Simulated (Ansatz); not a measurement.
## Structure relaxation of Si

These are results of Ansatz 0.2.0, DFT PBEsol, scalar-relativistic, plane waves, PAW, not measurements.

The start is a database structure of Si, space group I4/mmm (No. 139).

The final relaxation ran on this input, with the default PAW datasets:

```yaml
crystal:
  lattice:
    - [-3.32544429, 3.32544429, 1.92238566]
    - [3.32544429, -3.32544429, 1.92238566]
    - [3.32544429, 3.32544429, -1.92238566]
  atoms:
    - { symbol: Si, position: [0.17880106, 0.17880106, 0.35760212] }
    - { symbol: Si, position: [0.82119894, 0.82119894, 0.64239788] }
    - { symbol: Si, position: [0.17880106, 0.82119894, 0.0] }
    - { symbol: Si, position: [0.82119894, 0.17880106, 0.0] }
basis:
  ecutwfc: 420
kpoints:
  mp_grid: { grid: [10, 10, 10] }
hamiltonian:
  xc: pbesol
scf:
  occupations: { method: gaussian, width: 0.01 }
output:
  forces: true
  stress: true
  eigenvalues: true
relax:
  adjacent_minimum: "off"
  f_tol: 0.01
  max_steps: 80
  cell: { stress_tol: 0.05 }
```

It can be run as:

```bash
ansatz run input.yaml --threads 1 --pin off --backend cpu --events-out ev --progress --plain --runs-dir out  # memory cap (--max-ram) not shown
```

The program printed at the end:

```
SCF converged after 4 iterations
Free energy (F): -2485.530275 eV
Harris-Foulkes:  -2485.530275 eV  (|F-HF|=4.55e-13)
Internal energy: -2485.530275 eV  (E = F + TS)
E sigma→0 (E₀):  -2485.530275 eV
Fermi energy:    5.930730 eV
--- Per-component energies (eV) ---
  E_band       = 9.184187
  E_kinetic    = 160.671601
  E_local      = -137.845356  (includes V_loc(G=0)·N_el)
  E_nonlocal   = 104.215897
  E_hartree    = 39.346154
  E_xc         = -218.334972
  E_vxc        = -186.791847  (∫ρ·V_xc dr)
  E_paw        = -1995.663588  (= ΣΔE_a)
  E_vpaw       = -9.758437  (= ΣTr[D̂ρ^β])
  E_aug_tail   = 0.000025  (compensation charges beyond the density's cutoff)
  E_ewald      = -438.046278
  E_core_change = 0.126243  (= ΣΔE_core)
  E_smearing   =  0.000000  (= −TS)
  E_closure    = 0.000000  (closes the sum)
  Σ components = -2485.530275   (vs F -2485.530275, Δ=0.00e0)
--- Forces (eV/Å), atoms counted from 1 ---
  atom   1  Si     0.00060968     0.00060968     0.00000000
  atom   2  Si    -0.00060968    -0.00060968     0.00000000
  atom   3  Si    -0.00060968     0.00060968     0.00000000
  atom   4  Si     0.00060968    -0.00060968     0.00000000
  max |Σ_I F_I| component: 8.67e-18 eV/Å
--- Stress (GPa, compression-positive) ---
        0.006365       0.000000       0.000000
        0.000000       0.006365       0.000000
        0.000000       0.000000      -0.006857
  P = ⅓ Tr σ = 0.0020 GPa (0.020 kbar)
--- Relaxed structure (3 steps of the walk, 3 accepted, 1 SCFs on fresh bases) ---
  F+E_penalty+E_count = -2485.53027470 eV   max|allowed force component| = 6.097e-4 eV/Å   (the final SCF, on the basis selected at the relaxed cell)
  cell:  # Å, volume = 84.7172 Å³
    - [-3.322357, 3.322357, 1.918753]
    - [3.322357, -3.322357, 1.918753]
    - [3.322357, 3.322357, -1.918753]
  atoms:
    - { symbol: Si, position: [0.178729, 0.178729, 0.357458] }
    - { symbol: Si, position: [0.821271, 0.821271, 0.642542] }
    - { symbol: Si, position: [0.178729, 0.821271, 0.0] }
    - { symbol: Si, position: [0.821271, 0.178729, 0.0] }
```

Absolute energies hang on the potentials; compare differences alone.

The result has space group I4/mmm (No. 139). Around Si lie 4 Si at 2.34–2.38 Å.

It lies 0.109 eV/atom above the element's standard state at the same level.

Symmetry constrained the relaxation, so the result can be a saddle point.